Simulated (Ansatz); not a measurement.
Run on B (hcp type): DFT, PBE, PAW with Ansatz's default frozen-core files, scalar-relativistic (Ansatz 0.2.0). This run: hcp relaxed under pressure.

The start is a guessed cell of a prototype that needn't be stable.

Command: `ansatz run input.yaml --threads 1 --pin off --max-ram 3584MiB --backend cpu --events-out ev --progress --plain --runs-dir out` It took 52 s on 1 thread of Intel(R) Xeon(R) Platinum 8488C (Sapphire Rapids) (shared host), peak memory 0.38 GiB.

```yaml
crystal:
  lattice:
    - [1.9505191543, 0.0, 0.0]
    - [-0.9752595772, 1.6891991382, 0.0]
    - [0.0, 0.0, 3.15984103]
  atoms:
    - { symbol: B, position: [0.3333333333, 0.6666666667, 0.25] }
    - { symbol: B, position: [0.6666666667, 0.3333333333, 0.75] }
kpoints:
  mp_grid: { grid: [22, 22, 12] }
scf:
  occupations: { method: fermi_dirac, width: 0.1 }
hamiltonian:
  xc: pbe
  pseudopotentials: { kind: paw }
output:
  forces: true
  stress: true
  eigenvalues: true
relax:
  f_tol: 0.005
  max_steps: 40
  cell: { p_target: 42.0, stress_tol: 0.03 }
```

Output:

```
Engine: ansatz 0.2.0
Pseudopotentials: kind: paw
Pseudopotential: B, paw, valence charge 3, recommended cutoff 420 eV (normal), B.paw.azcp
Functional definition: PBE
  parameter kappa = 0.804
  parameter beta = 0.06672455060314922
  exchange = pbe_x(kappa = kappa, mu = beta*pi^2/3)
  correlation = pbe_c(beta = beta)
Crystal: 2 atoms, lattice volume = 10.411 Å³
Basis set: ecut = 420 eV, 197 PW (Γ), exchange–correlation on 30×30×48 points (8 copies of the dense FFT grid, shifted against one another)
Bands: 7, of which v1, the nominal top of the filled ones, is band 3 counted from 1 (2 counted from 0)
Symmetry: 24 space group operations
Space group: P63/mmc (ITA 194), of the structure as read, at distance tolerance 2.2e-5 Å
k-points: 364 of 5808
Non-local potential: B, projectors of the file, l = 0: 2, l = 1: 2, l = 2: 1
PAW form: soft (Blöchl's): semilocal exchange-correlation on the pseudo side does not see the compensation charge
PAW one-centre angular grid: B, 110 points (default); XC on 64 Gauss nodes
Initial density: superposition of atomic densities (neutral atoms: chi_scale 0, normalization atom), corrected by the library's trained network
Initial wavefunctions: pseudopotential atomic-orbital guess
Functional: x = pbe(κ = 0.804, μ = 0.2195149727645171), c = pbe(β = 0.06672455060314922)
SCF iter   1: F=—  HF=-308.545174 eV  |F-HF|=—  |Δ(HF+E_count)|=         —  Δρ=1.69e-2  dr2=1.78e-2  ethr=1.77e-3  ⟨swp⟩=4.8  Hψ=17747  notcnv=0
preconditioner: auto → none  [metal: Δε(μ)=0.041 eV  Ē_g=16.590 eV  σ=0.100 eV  W_gap=0.10  n_scr=2 (ndim 8)  ℏωp=28.2 eV  f_vac=0.000  D(μ)=0.34/eV (n_scr^D=2)  sad-step TF]
SCF iter   2: F=—  HF=-308.541448 eV  |F-HF|=—  |Δ(HF+E_count)|=   3.73e-3  Δρ=1.02e-2  dr2=6.61e-3  ethr=2.97e-4  ⟨swp⟩=1.0  Hψ=5460  notcnv=0
SCF iter   3: F=—  HF=-308.539223 eV  |F-HF|=—  |Δ(HF+E_count)|=   2.22e-3  Δρ=2.45e-4  dr2=1.21e-6  ethr=1.10e-4  ⟨swp⟩=1.0  Hψ=2538  notcnv=0
SCF iter   4: F=—  HF=-308.539223 eV  |F-HF|=—  |Δ(HF+E_count)|=   1.13e-7  Δρ=4.67e-5  dr2=9.84e-8  ethr=2.02e-8  ⟨swp⟩=2.0  Hψ=3606  notcnv=0
iter 5 did not close the SCF: its close was put off for the readings that it lacked (scf_convergence_deferred on its scf_iter line)
SCF iter   5: F=-308.539223 eV  HF=-308.539223 eV  |F-HF|=3.96e-10  |Δ(HF+E_count)|=   1.50e-8  Δρ=3.90e-6  dr2=1.02e-9  ethr=1.64e-9  ⟨swp⟩=2.0  Hψ=3500  notcnv=0
SCF iter   6: F=-308.539223 eV  HF=-308.539223 eV  |F-HF|=1.25e-12  |Δ(HF+E_count)|=  3.68e-10  Δρ=2.37e-7  dr2=3.34e-12  ethr=1.70e-11  ⟨swp⟩=1.4  Hψ=7316  notcnv=0
SCF 1 converged in 6 iterations: F = -308.539223 eV  dr2 = 3.34e-12
  greatest PAW one-centre occupation: 0.517 electrons in one spin orbital (limit 2), on the B atom at site 1 (counted from 0), in its partial waves of l = 0
relax step   1: F+E_penalty+E_count = -308.53922301 eV  Δ(F+E_penalty+E_count) = +0.000e0 eV  max|allowed force component| = 2.220e-16 eV/Å  Δτ_max = 0.0000 Å  P = +45.536 GPa  Ω = 10.411 Å³  (6 SCF iters, dr2 threshold 1.00e-7 eV, accepted)
Crystal: 2 atoms, lattice volume = 10.454 Å³
Initial density: handed on by an earlier stage of this run
Initial wavefunctions: those handed on with the density
iter 1 solved again at ethr=8.62e-6 eV; its pass at ethr=3.10e-3 eV (dr2=5.17e-4 eV) is discarded
SCF iter   1: F=—  HF=-308.565950 eV  |F-HF|=—  |Δ(HF+E_count)|=         —  Δρ=3.00e-3  dr2=5.44e-4  ethr=8.62e-6  ⟨swp⟩=1.7  Hψ=21811  notcnv=0
preconditioner: auto → none  [metal: Δε(μ)=0.010 eV  Ē_g=16.557 eV  σ=0.100 eV  W_gap=0.02  n_scr=2 (ndim 8)  ℏωp=28.1 eV  f_vac=0.000  D(μ)=0.34/eV (n_scr^D=2)]
SCF iter   2: F=—  HF=-308.565807 eV  |F-HF|=—  |Δ(HF+E_count)|=   1.43e-4  Δρ=1.31e-3  dr2=1.04e-4  ethr=8.62e-6  ⟨swp⟩=1.0  Hψ=2548  notcnv=0
SCF iter   3: F=—  HF=-308.565777 eV  |F-HF|=—  |Δ(HF+E_count)|=   3.07e-5  Δρ=1.74e-5  dr2=1.14e-8  ethr=1.73e-6  ⟨swp⟩=1.0  Hψ=2548  notcnv=0
iter 4 did not close the SCF: its close was put off for the readings that it lacked (scf_convergence_deferred on its scf_iter line)
SCF iter   4: F=-308.565777 eV  HF=-308.565777 eV  |F-HF|=3.07e-10  |Δ(HF+E_count)|=   9.92e-8  Δρ=4.75e-6  dr2=1.22e-9  ethr=1.91e-10  ⟨swp⟩=2.0  Hψ=3679  notcnv=0
iter 5 did not close the SCF: its close was put off for the readings that it lacked (scf_convergence_deferred on its scf_iter line)
SCF iter   5: F=-308.565777 eV  HF=-308.565777 eV  |F-HF|=4.43e-12  |Δ(HF+E_count)|=  2.59e-10  Δρ=4.96e-7  dr2=1.35e-11  ethr=2.03e-11  ⟨swp⟩=1.1  Hψ=2634  notcnv=0
SCF iter   6: F=-308.565777 eV  HF=-308.565777 eV  |F-HF|=1.14e-13  |Δ(HF+E_count)|=  3.30e-12  Δρ=2.70e-8  dr2=3.82e-14  ethr=1.00e-12  ⟨swp⟩=1.0  Hψ=6222  notcnv=0
the search or the solves at the SCF's close seem to have found levels that the self-consistency loop had missed (the run counts 1). By its estimate they hold under 1e-12 electrons; where the run keeps them, the occupations were computed again with them
SCF 2 converged in 6 iterations: F = -308.565777 eV  dr2 = 3.82e-14
relax step   2: F+E_penalty+E_count = -308.56577658 eV  Δ(F+E_penalty+E_count) = -2.655e-2 eV  max|allowed force component| = 2.197e-17 eV/Å  Δτ_max = 0.0000 Å  P = +43.624 GPa  Ω = 10.454 Å³  energy of the carried Pulay correction = -1.229e-4 eV  (6 SCF iters, dr2 threshold 2.00e-7 eV, accepted)
Crystal: 2 atoms, lattice volume = 10.475 Å³
Basis set: ecut = 420 eV, 209 PW (Γ), exchange–correlation on 30×30×48 points (8 copies of the dense FFT grid, shifted against one another)
iter 1 solved again at ethr=1.09e-5 eV; its pass at ethr=3.10e-3 eV (dr2=6.55e-4 eV) is discarded
SCF iter   1: F=—  HF=-308.589813 eV  |F-HF|=—  |Δ(HF+E_count)|=         —  Δρ=3.35e-3  dr2=6.87e-4  ethr=1.09e-5  ⟨swp⟩=1.6  Hψ=21775  notcnv=0
preconditioner: auto → none  [metal: Δε(μ)=0.054 eV  Ē_g=16.539 eV  σ=0.100 eV  W_gap=0.13  n_scr=2 (ndim 8)  ℏωp=28.1 eV  f_vac=0.000  D(μ)=0.35/eV (n_scr^D=2)]
SCF iter   2: F=—  HF=-308.589630 eV  |F-HF|=—  |Δ(HF+E_count)|=   1.83e-4  Δρ=1.46e-3  dr2=1.30e-4  ethr=1.09e-5  ⟨swp⟩=1.0  Hψ=2548  notcnv=0
SCF iter   3: F=—  HF=-308.589590 eV  |F-HF|=—  |Δ(HF+E_count)|=   4.02e-5  Δρ=1.93e-5  dr2=1.44e-8  ethr=2.16e-6  ⟨swp⟩=1.0  Hψ=2548  notcnv=0
iter 4 did not close the SCF: its close was put off for the readings that it lacked (scf_convergence_deferred on its scf_iter line)
SCF iter   4: F=-308.589590 eV  HF=-308.589590 eV  |F-HF|=3.00e-10  |Δ(HF+E_count)|=   1.08e-7  Δρ=5.05e-6  dr2=1.39e-9  ethr=2.40e-10  ⟨swp⟩=2.0  Hψ=3661  notcnv=0
iter 5 did not close the SCF: its close was put off for the readings that it lacked (scf_convergence_deferred on its scf_iter line)
[... lines left out ...]
iter 3 did not close the SCF: its close was put off for the readings that it lacked (scf_convergence_deferred on its scf_iter line)
SCF iter   3: F=-309.919459 eV  HF=-309.919459 eV  |F-HF|=4.71e-11  |Δ(HF+E_count)|=  7.87e-11  Δρ=5.34e-7  dr2=6.77e-12  ethr=1.00e-12  ⟨swp⟩=1.0  Hψ=2548  notcnv=0
iter 4 did not close the SCF: its close was put off for the readings that it lacked (scf_convergence_deferred on its scf_iter line)
SCF iter   4: F=-309.919459 eV  HF=-309.919459 eV  |F-HF|=5.68e-14  |Δ(HF+E_count)|=  4.93e-11  Δρ=4.20e-8  dr2=2.10e-13  ethr=1.00e-12  ⟨swp⟩=1.6  Hψ=3081  notcnv=0
iter 5 did not close the SCF: its close was put off for the readings that it lacked (scf_convergence_deferred on its scf_iter line)
SCF iter   5: F=-309.919459 eV  HF=-309.919459 eV  |F-HF|=0.00e0  |Δ(HF+E_count)|=    0.00e0  Δρ=1.60e-8  dr2=2.05e-14  ethr=1.00e-12  ⟨swp⟩=1.0  Hψ=2548  notcnv=0
iter 6 did not close the SCF: its close was put off for the readings that it lacked (scf_convergence_deferred on its scf_iter line)
SCF iter   6: F=-309.919459 eV  HF=-309.919459 eV  |F-HF|=1.71e-13  |Δ(HF+E_count)|=    0.00e0  Δρ=7.02e-9  dr2=4.55e-15  ethr=1.00e-12  ⟨swp⟩=1.0  Hψ=2548  notcnv=0
SCF iter   7: F=-309.919459 eV  HF=-309.919459 eV  |F-HF|=5.68e-14  |Δ(HF+E_count)|=  1.71e-13  Δρ=3.41e-9  dr2=9.40e-16  ethr=1.00e-12  ⟨swp⟩=2.0  Hψ=7133  notcnv=0
SCF 31 converged in 7 iterations: F = -309.919459 eV  dr2 = 9.40e-16
relax step  31: F+E_penalty+E_count = -309.91945863 eV  Δ(F+E_penalty+E_count) = -1.009e-5 eV  max|allowed force component| = 1.301e-18 eV/Å  Δτ_max = 0.0000 Å  P = +42.001 GPa  Ω = 12.767 Å³  stress off target by 2.03e-3 GPa  SCF on the basis re-selected at this cell (its energy is not comparable with the rows above)  (7 SCF iters)
basis re-selected at this cell: Δ(F+E_penalty+E_count) = -1.009e-5 eV, ΔP = +0.000 GPa vs the last step (what re-selecting the basis moved, of the pressure what is left beyond the Pulay correction that the steps carried, after the strain that the cell walked since its last selection, with what the two solves' SCF thresholds leave and, on support functions, any second-order correction that the steps lacked; it is no measure of the basis error at this ecutwfc). This SCF's stress stands 2.03e-3 GPa from its target on what of the cell is left free (relax.cell.stress_tol is 3.00e-2 GPa) and its largest allowed force component is 1.30e-18 eV/Å (relax.f_tol is 5.00e-3 eV/Å): within both
SCF converged after 7 iterations
Free energy (F): -309.919459 eV
Harris-Foulkes:  -309.919459 eV  (|F-HF|=5.68e-14)
Internal energy: -309.906203 eV  (E = F + TS)
E sigma→0 (E₀):  -309.912831 eV
Entropy (-TS):   -0.013256 eV (-6.628 meV/atom)
Fermi energy:    12.606478 eV
--- Per-component energies (eV) ---
  E_band       = 20.289792
  E_kinetic    = 108.731745
  E_local      = -55.257390  (includes V_loc(G=0)·N_el)
  E_nonlocal   = 22.107620
  E_hartree    = 14.842749
  E_xc         = -66.572859
  E_vxc        = -79.286056  (∫ρ·V_xc dr)
  E_paw        = -157.596859  (= ΣΔE_a)
  E_vpaw       = -5.691617  (= ΣTr[D̂ρ^β])
  E_aug_tail   = -0.000007  (compensation charges beyond the density's cutoff)
  E_ewald      = -176.161202
  E_smearing   = -0.013256  (= −TS)
  E_closure    = 0.000000  (closes the sum)
  Σ components = -309.919459   (vs F -309.919459, Δ=0.00e0)
--- Forces (eV/Å), atoms counted from 1 ---
  atom   1  B     -0.00000000    -0.00000000     0.00000000
  atom   2  B      0.00000000     0.00000000    -0.00000000
  max |Σ_I F_I| component: 0.00e0 eV/Å
--- Stress (GPa, compression-positive) ---
       42.000808       0.000000      -0.000000
       -0.000000      42.000808      -0.000000
       -0.000000      -0.000000      42.002028
  P = ⅓ Tr σ = 42.0012 GPa (420.012 kbar)
--- Band table (eV; the first three rows and the last of 364) ---
  k-point 0: bands = ["-6.2640", "-4.1038", "1.2919", "8.3100", "18.3657", "33.0152", "39.4908"]
  k-point 1: bands = ["-6.2396", "-4.1673", "1.4081", "8.1315", "18.6093", "32.4857", "39.4921"]
  k-point 2: bands = ["-6.1666", "-4.3415", "1.7409", "7.6438", "19.2937", "31.2110", "39.4962"]
  k-point 363: bands = ["7.9930", "7.9930", "10.1596", "10.1596", "21.4703", "21.4703", "22.4355"]
--- Relaxed structure (27 steps of the walk, 27 accepted, 4 SCFs on fresh bases) ---
  F+E_penalty+E_count = -309.91945863 eV   max|allowed force component| = 1.301e-18 eV/Å   (the final SCF, on the basis selected at the relaxed cell)
  cell:  # Å, volume = 12.7672 Å³
    - [1.656101066499235, 2.451015002837563e-11, 0.0]
    - [-0.828050533270844, 1.4342255948105844, 0.0]
    - [0.0, 0.0, 5.375146488649736]
  atoms:
    - { symbol: B, position: [0.33333333333333337, 0.6666666666666667, 0.25000000000000006] }
    - { symbol: B, position: [0.6666666666666667, 0.33333333333333337, 0.7500000000000002] }
```

Next run (beta tin relaxed under pressure), as changes to the input before:

```diff
   lattice:
-    - [1.9505191543, 0.0, 0.0]
-    - [-0.9752595772, 1.6891991382, 0.0]
-    - [0.0, 0.0, 3.15984103]
+    - [-1.6919024386, 1.6919024386, 0.9305463412]
+    - [1.6919024386, -1.6919024386, 0.9305463412]
+    - [1.6919024386, 1.6919024386, -0.9305463412]
   atoms:
-    - { symbol: B, position: [0.3333333333, 0.6666666667, 0.25] }
-    - { symbol: B, position: [0.6666666667, 0.3333333333, 0.75] }
+    - { symbol: B, position: [-0.375, -0.125, -0.25] }
+    - { symbol: B, position: [0.375, 0.125, 0.25] }
 kpoints:
-  mp_grid: { grid: [22, 22, 12] }
+  mp_grid: { grid: [22, 22, 22] }
 scf:
   eigenvalues: true
+  write_density: true
+  write_potential: true
+  elf: true
+  volumetric_format: npy
 relax:
```

Command: `ansatz run input.yaml --threads 1 --pin off --max-ram 3584MiB --backend cpu --events-out ev --progress --plain --runs-dir out` It took 65 s on 1 thread of Intel(R) Xeon(R) Platinum 8488C (Sapphire Rapids) (shared host), peak memory 0.45 GiB.

Results part of the output:

```
basis re-selected at this cell: Δ(F+E_penalty+E_count) = -1.781e-4 eV, ΔP = +0.001 GPa vs the last step (what re-selecting the basis moved, of the pressure what is left beyond the Pulay correction that the steps carried, after the strain that the cell walked since its last selection, with what the two solves' SCF thresholds leave and, on support functions, any second-order correction that the steps lacked; it is no measure of the basis error at this ecutwfc). This SCF's stress stands 2.17e-2 GPa from its target on what of the cell is left free (relax.cell.stress_tol is 3.00e-2 GPa) and its largest allowed force component is 1.73e-18 eV/Å (relax.f_tol is 5.00e-3 eV/Å): within both
SCF converged after 7 iterations
Free energy (F): -309.503109 eV
Harris-Foulkes:  -309.503109 eV  (|F-HF|=0.00e0)
Internal energy: -309.492425 eV  (E = F + TS)
E sigma→0 (E₀):  -309.497767 eV
Entropy (-TS):   -0.010684 eV (-5.342 meV/atom)
Fermi energy:    13.518198 eV
--- Per-component energies (eV) ---
  E_band       = 33.240334
  E_kinetic    = 102.770265
  E_local      = -16.862808  (includes V_loc(G=0)·N_el)
  E_nonlocal   = 24.390051
  E_hartree    = 3.462952
  E_xc         = -65.893259
  E_vxc        = -78.441543  (∫ρ·V_xc dr)
  E_paw        = -157.409158  (= ΣΔE_a)
  E_vpaw       = -5.541531  (= ΣTr[D̂ρ^β])
  E_aug_tail   = -0.000006  (compensation charges beyond the density's cutoff)
  E_ewald      = -199.950464
  E_smearing   = -0.010684  (= −TS)
  E_closure    = 0.000000  (closes the sum)
  Σ components = -309.503109   (vs F -309.503109, Δ=0.00e0)
--- Forces (eV/Å), atoms counted from 1 ---
  atom   1  B     -0.00000000     0.00000000     0.00000000
  atom   2  B     -0.00000000     0.00000000     0.00000000
  max |Σ_I F_I| component: 1.73e-17 eV/Å
--- Stress (GPa, compression-positive) ---
       42.008448       0.000000       0.000000
        0.000000      42.008448       0.000000
        0.000000      -0.000000      41.978291
  P = ⅓ Tr σ = 41.9984 GPa (419.984 kbar)
--- Band table (eV; the first three rows and the last of 834) ---
  k-point 0: bands = ["-4.8439", "8.1035", "8.1035", "13.2473", "18.4368", "22.3295", "22.3295"]
  k-point 1: bands = ["-4.8111", "7.8485", "8.1417", "13.4019", "18.6320", "22.0986", "22.2527"]
  k-point 2: bands = ["-4.7128", "7.1908", "8.2559", "13.7632", "19.2123", "21.4733", "22.0303"]
  k-point 833: bands = ["2.4682", "2.4682", "3.7845", "3.7845", "25.8031", "25.8031", "39.3449"]
--- Relaxed structure (14 steps of the walk, 12 accepted, 2 SCFs on fresh bases) ---
  F+E_penalty+E_count = -309.50310931 eV   max|allowed force component| = 1.735e-18 eV/Å   (the final SCF, on the basis selected at the relaxed cell)
  cell:  # Å, volume = 11.9113 Å³
    - [-1.94701572599363, 1.94701572599363, 0.7855272477319661]
    - [1.94701572599363, -1.94701572599363, 0.7855272477319661]
    - [1.94701572599363, 1.94701572599363, -0.7855272477319661]
  atoms:
    - { symbol: B, position: [-0.375, -0.12499999999999997, -0.24999999999999997] }
    - { symbol: B, position: [0.375, 0.12499999999999997, 0.24999999999999997] }
```

Next run (diamond relaxed under pressure), as changes to the input before:

```diff
   lattice:
-    - [-1.6919024386, 1.6919024386, 0.9305463412]
-    - [1.6919024386, -1.6919024386, 0.9305463412]
-    - [1.6919024386, 1.6919024386, -0.9305463412]
+    - [0.0, 1.8368130707, 1.8368130707]
+    - [1.8368130707, 0.0, 1.8368130707]
+    - [1.8368130707, 1.8368130707, 0.0]
   atoms:
-    - { symbol: B, position: [-0.375, -0.125, -0.25] }
-    - { symbol: B, position: [0.375, 0.125, 0.25] }
+    - { symbol: B, position: [-0.125, -0.125, -0.125] }
+    - { symbol: B, position: [0.125, 0.125, 0.125] }
 kpoints:
-  mp_grid: { grid: [22, 22, 22] }
+  mp_grid: { grid: [17, 17, 17] }
 scf:
```

Results part of the output:

```
basis re-selected at this cell: Δ(F+E_penalty+E_count) = -4.969e-5 eV, ΔP = +0.003 GPa vs the last step (what re-selecting the basis moved, of the pressure what is left beyond the Pulay correction that the steps carried, after the strain that the cell walked since its last selection, with what the two solves' SCF thresholds leave and, on support functions, any second-order correction that the steps lacked; it is no measure of the basis error at this ecutwfc). This SCF's stress stands 4.54e-3 GPa from its target on what of the cell is left free (relax.cell.stress_tol is 3.00e-2 GPa) and its largest allowed force component is 4.16e-17 eV/Å (relax.f_tol is 5.00e-3 eV/Å): within both
SCF converged after 3 iterations
Free energy (F): -309.641267 eV
Harris-Foulkes:  -309.641267 eV  (|F-HF|=2.84e-13)
Internal energy: -309.616490 eV  (E = F + TS)
E sigma→0 (E₀):  -309.628878 eV
Entropy (-TS):   -0.024777 eV (-12.388 meV/atom)
Fermi energy:    8.466622 eV
--- Per-component energies (eV) ---
  E_band       = 19.967026
  E_kinetic    = 98.822991
  E_local      = -37.594568  (includes V_loc(G=0)·N_el)
  E_nonlocal   = 26.886266
  E_hartree    = 7.136783
  E_xc         = -64.617268
  E_vxc        = -76.685321  (∫ρ·V_xc dr)
  E_paw        = -157.616069  (= ΣΔE_a)
  E_vpaw       = -5.735900  (= ΣTr[D̂ρ^β])
  E_aug_tail   = -0.000006  (compensation charges beyond the density's cutoff)
  E_ewald      = -182.634618
  E_smearing   = -0.024777  (= −TS)
  E_closure    = 0.000000  (closes the sum)
  Σ components = -309.641267   (vs F -309.641267, Δ=0.00e0)
--- Forces (eV/Å), atoms counted from 1 ---
  atom   1  B      0.00000000     0.00000000     0.00000000
  atom   2  B     -0.00000000    -0.00000000    -0.00000000
  max |Σ_I F_I| component: 1.85e-17 eV/Å
--- Stress (GPa, compression-positive) ---
       42.004545      -0.000000      -0.000000
        0.000000      42.004545       0.000000
       -0.000000      -0.000000      42.004545
  P = ⅓ Tr σ = 42.0045 GPa (420.045 kbar)
--- Band table (eV; the first three rows and the last of 165) ---
  k-point 0: bands = ["-5.7289", "13.1243", "13.1243", "13.1243", "17.5872", "17.5872", "17.5872"]
  k-point 1: bands = ["-5.6455", "12.4667", "12.9427", "12.9427", "17.8242", "17.8242", "18.0832"]
  k-point 2: bands = ["-5.3957", "11.0110", "12.5068", "12.5068", "18.3980", "18.3980", "19.0687"]
  k-point 164: bands = ["2.5773", "3.5493", "4.4418", "5.1309", "20.9118", "21.4541", "25.0699"]
--- Relaxed structure (6 steps of the walk, 6 accepted, 2 SCFs on fresh bases) ---
  F+E_penalty+E_count = -309.64126675 eV   max|allowed force component| = 4.163e-17 eV/Å   (the final SCF, on the basis selected at the relaxed cell)
  cell:  # Å, volume = 13.9626 Å³
    - [-8.166568656879086e-34, 1.9112253925201106, 1.9112253925201106]
    - [1.9112253925201106, -2.8295197073829625e-33, 1.9112253925201106]
    - [1.9112253925201106, 1.9112253925201106, -1.8090561096479693e-33]
  atoms:
    - { symbol: B, position: [-0.125, -0.125, -0.125] }
    - { symbol: B, position: [0.125, 0.125, 0.125] }
```
